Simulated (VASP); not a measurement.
Wanted: the native input for a VASP 6.6.1 run.

* Task: relaxation of cell and atoms
* Functional: PBE
* Potentials or basis: VASP PAW PBE potentials, release 64 (Co, O)
* Cutoff: 600 eV
* k mesh: 12 × 12 × 12
* Occupations: gaussian, width 0.03 eV
* Spin: collinear spin, ferromagnetic start
* Starting moments: [3.0, 0.0] μB
* Hubbard terms: Co d U = 3.3 eV
* Further INCAR settings: ALGO = Normal; EDIFF = 1e-07; AMIX = 0.2; BMIX = 0.0001; IBRION = 2; EDIFFG = -0.005; NSW = 90; ISIF = 3

The structure of CoO lies in POSCAR:

```
CoO                                     
1.0
   -0.0000000000      2.1218874511      2.1218874511
    2.1218874511      0.0000000000      2.1218874511
    2.1218874511      2.1218874511     -0.0000000000
  Co              O             
     1     1
Direct
     0.0000000000000000    0.0000000000000000    0.0000000000000000
     0.5000000000000000    0.5000000000000000    0.5000000000000000
```

These files were run (other wordings do the same):

INCAR

```
SYSTEM = CoO
ALGO = Normal ; AMIX = 0.2
AMIX_MAG = 0.8 ; BMIX = 1E-4
BMIX_MAG = 1E-4 ; EDIFF = 1E-7
EDIFFG = -0.005 ; ENCUT = 600
GGA = PE ; IBRION = 2
ISIF = 3 ; ISMEAR = 0
ISPIN = 2 ; LASPH = .True.
LCHARG = .False. ; LDAU = .True.
LDAUJ = 0 0 ; LDAUL = 2 -1
LDAUPRINT = 1 ; LDAUTYPE = 2
LDAUU = 3.3 0 ; LMAXMIX = 4
LORBIT = 11 ; LREAL = .False.
LWAVE = .False. ; MAGMOM = 3 0
NELM = 150 ; NSW = 90
PREC = Accurate ; SIGMA = 0.03
```

KPOINTS

```
k-points
0
Gamma
  12 12 12
  0 0 0
```

Potentials or basis: VASP PAW PBE potentials, release 64 (Co, O).

Run with:

```bash
$ cat potpaw_PBE.64/Co/POTCAR potpaw_PBE.64/O/POTCAR > POTCAR
$ mpirun -np 1 vasp_std > vasp.out
```

Results of the run:

- Pressure after relaxing: 0.0 GPa
- Band gap on the k mesh: none (metal or under the smearing width)
- Net moment: 3.00 μB per cell
- Site moments: Co +2.73; O +0.26 μB
- Valence electrons inside the program's atomic spheres: Co 7.82; O 5.00

Caveat: the relaxation stopped at its first step, so nothing moved; a cell with one magnetic atom can't hold antiferromagnetic order, which such compounds often take.

It took 15 s on 1 thread of Intel(R) Xeon(R) 6975P-C (Granite Rapids), with other jobs on the host, peak memory 0.17 GiB.
